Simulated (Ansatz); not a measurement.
TaN:

```
CELL_PARAMETERS angstrom
2.92177 0.00000 0.00000
-1.46088 2.53033 0.00000
0.00000 0.00000 5.91652
ATOMIC_POSITIONS crystal
Ta 0.00000 0.00000 0.50000
Ta 0.00000 0.00000 0.00000
N 0.33333 0.66667 0.25000
N 0.66667 0.33333 0.75000
```

The cell comes from a database or a generator and needn't be the stable form of this composition.

Program: Ansatz 0.2.0. Alike in all runs: task projected density of states; potentials or basis Ansatz PAW; no spin polarisation; cell as given; k mesh 6 × 6 × 3; smearing fermi-dirac 0.05 eV; the mesh is coarse, so values aren't converged.

Q: Order these runs on this cell by their pressure, lowest first.
A. level PBE; cutoff (eV) 420
B. level PBE0; cutoff (eV) 420
C. level r2SCAN0; cutoff (eV) 500
D. level r2SCAN; cutoff (eV) 500
E. level RPBE; cutoff (eV) 420

A: C (-12.1 GPa), B (-9.7 GPa), D (-6.4 GPa), A (-1.5 GPa), E (3.1 GPa).

Caveats: all runs use coarse meshes; the PAW data sets come from PBE, with cores solved anew for the run's functional, which leaves a small shift of forces and pressure (some runs); the thresholds are loose for stress (some runs).
